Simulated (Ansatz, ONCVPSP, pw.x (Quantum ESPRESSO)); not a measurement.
# pw.x on fcc Mo: one setting changed

Potential: optimised norm-conserving Vanderbilt (ONCV), ONCVPSP 4.0.1.1 (patched build), PBE; core [Ar] 3d10, reference 4s2 4p6 4d6; waves: 4s: rc 1.70 bohr, ncon 5, nbas 8, qcut 6.3 1/bohr, 2 projectors, debl 2.9 Ha; 4p: rc 1.90 bohr, ncon 4, nbas 9, qcut 5.9 1/bohr, 3 projectors, debl 3 Ha; 4d: rc 1.55 bohr, ncon 3, nbas 6, qcut 6.3 1/bohr, 2 projectors, debl 0.8 Ha; local part: polynomial inside 1.35 bohr (lpopt 5, dvloc0 2 Ha); core correction: Teter function, fcfact 2, rcfact 1.4.

The reference run (k-mesh 14³, cutoffs 120/480 Ry, Fermi–Dirac 0.01 Ry, mixing_beta 0.4, conv_thr 1e-9, no spin) gives -0.34 GPa at 16.027 Å³/atom, where all-electron LAPW gives 0.44 GPa. This run, with its own iteration cap, changes degauss to 0.002.

```
&control
  calculation='scf', prefix='x', pseudo_dir='./', outdir='./tmp', tstress=.true., disk_io='none'
/
&system
  ibrav=0, nat=1, ntyp=1, ecutwfc=120, ecutrho=480, nbnd=15,
  occupations='smearing', smearing='fd', degauss=0.002
/
&electrons
  conv_thr=1e-09, mixing_beta=0.4, electron_maxstep=50
/
ATOMIC_SPECIES
Mo 1.0 Mo.UPF
CELL_PARAMETERS angstrom
  0.00000000 2.00112437 2.00112437
  2.00112437 0.00000000 2.00112437
  2.00112437 2.00112437 0.00000000
ATOMIC_POSITIONS crystal
Mo 0.0000 0.0000 0.0000
K_POINTS automatic
14 14 14 0 0 0
```

```bash
pw.x < Mo.scf.in > Mo.scf.out
```

Question: How does the run end?

Answer: It converges in 8 iterations; the free energy moves by +36.7 meV/atom and the pressure by -0.61 GPa. In a metal, with Fermi–Dirac smearing, F lies below its zero-width value by a term in the square of the width.

```
Message from routine setup:
     using ibrav=0 with symmetry is DISCOURAGED, use correct ibrav instead
     lattice parameter (alat)  =       5.3480  a.u.
     unit-cell volume          =     108.1556 (a.u.)^3
     number of electrons       =        14.00
     number of Kohn-Sham states=           15
     kinetic-energy cutoff     =     120.0000  Ry
     charge density cutoff     =     480.0000  Ry
     scf convergence threshold =      1.0E-09
     Exchange-correlation= PBE
     number of k points=   104  Fermi-Dirac smearing, width (Ry)=  0.0020
     iteration #  1     ecut=   120.00 Ry     beta= 0.40
     total energy              =    -140.28888877 Ry
     estimated scf accuracy    <       0.20228584 Ry
     iteration #  2     ecut=   120.00 Ry     beta= 0.40
     total energy              =    -140.29955869 Ry
     estimated scf accuracy    <       0.02060487 Ry
     iteration #  3     ecut=   120.00 Ry     beta= 0.40
     total energy              =    -140.30164640 Ry
     estimated scf accuracy    <       0.00163735 Ry
     [... 2 iterations left out ...]
     iteration #  6     ecut=   120.00 Ry     beta= 0.40
     total energy              =    -140.30176162 Ry
     estimated scf accuracy    <       0.00000032 Ry
     iteration #  7     ecut=   120.00 Ry     beta= 0.40
     total energy              =    -140.30176168 Ry
     estimated scf accuracy    <          6.6E-09 Ry
     iteration #  8     ecut=   120.00 Ry     beta= 0.40
     the Fermi energy is    20.2439 ev
!    total energy              =    -140.30176168 Ry
     estimated scf accuracy    <          9.7E-11 Ry
     smearing contrib. (-TS)   =      -0.00021574 Ry
     The total energy is F=E-TS. E is the sum of the following terms:
     one-electron contribution =     -20.40091506 Ry
     hartree contribution      =      18.72511294 Ry
     xc contribution           =     -19.80851937 Ry
     ewald contribution        =    -118.81722445 Ry
     convergence has been achieved in   8 iterations
          total   stress  (Ry/bohr**3)                   (kbar)     P=       -9.48
     Message from routine punch:
     Nothing written, as per user request (disk_io='none')
```

The run took about 87 s on one core of a shared host (Neoverse-N1, 64 threads, 124 GiB, load 58).
